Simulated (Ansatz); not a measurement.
All numbers below come from DFT PBE, scalar-relativistic, plane waves, PAW (Ansatz). Settings: cutoff 420 eV, Γ-centred meshes spaced at most about 0.3 Å⁻¹ (2π included), Gaussian smearing. No spin polarisation.

Each guess is relaxed in cell and atoms at zero pressure, on a coarse mesh first where it starts far from rest and then on a converged one. The steps can't lower the symmetry of the start, but it can rise. Energies are static (0 K, no zero-point motion).

Two unrelaxed guesses for Al2GaAs3:

A.

Space group I-4m2 (No. 119). a = 3.854 Å, b = 3.854 Å, c = 16.350 Å, α = 90.00°, β = 90.00°, γ = 90.00°
```tsv
atom	site	symmetry	x	y	z
Al	4e	2mm.	0.5000	0.5000	0.3333
Ga	2b	-4m2	0.5000	0.5000	0.0000
As	4f	2mm.	0.5000	0.0000	0.4167
As	2c	-4m2	0.0000	0.5000	0.2500
```

B.

Space group I-4m2 (No. 119). a = 3.854 Å, b = 3.854 Å, c = 16.350 Å, α = 90.00°, β = 90.00°, γ = 90.00°
| atom | site | symmetry | x | y | z |
| --- | --- | --- | --- | --- | --- |
| Al | 4e | 2mm. | 0.5000 | 0.5000 | 0.1667 |
| Ga | 2a | -4m2 | 0.0000 | 0.0000 | 0.0000 |
| As | 4f | 2mm. | 0.0000 | 0.5000 | 0.4167 |
| As | 2d | -4m2 | 0.5000 | 0.0000 | 0.2500 |

Problem. Which guess leads to the lower structure, and by how much?

Solution. Both fall into one structure. A: I-4m2 at 20.2 Å³/atom → I-4m2 at 23.6 Å³/atom; B: I-4m2 at 20.2 Å³/atom → I-4m2 at 23.6 Å³/atom. Conventional cell: a = 4.056 Å, c = 17.196 Å. Around Al lie 4 As at 2.48 Å; Ga is surrounded by 4 As at 2.49 Å; As on a site of symmetry 2mm has 2 Al at 2.48 Å and 2 Ga at 2.49 Å; around As on a site of symmetry -4m2 lie 4 Al at 2.48 Å.

```cif
data_structure
_symmetry_space_group_name_H-M 'P 1'
_symmetry_Int_Tables_number 1
_cell_length_a 9.0637
_cell_length_b 9.0637
_cell_length_c 9.0637
_cell_angle_alpha 154.144
_cell_angle_beta 154.144
_cell_angle_gamma 36.890
_cell_volume 141.41
loop_
_atom_site_label
_atom_site_type_symbol
_atom_site_fract_x
_atom_site_fract_y
_atom_site_fract_z
_atom_site_occupancy
Al1 Al 0.83321 0.83321 0.00000 1
Al2 Al 0.16679 0.16679 0.00000 1
Ga1 Ga 0.50000 0.50000 0.00000 1
As1 As 0.41610 0.91610 0.50000 1
As2 As 0.08390 0.58390 0.50000 1
As3 As 0.75000 0.25000 0.50000 1
```

Ends held by symmetry can be saddle points. This end isn't the lowest form computed: that has Al and Ga ordered on zinc blende sites, space group P3m1 (No. 156) and lies 1 meV/atom below it. Some types were kept out of the candidates beforehand, so the set may lack a known form.
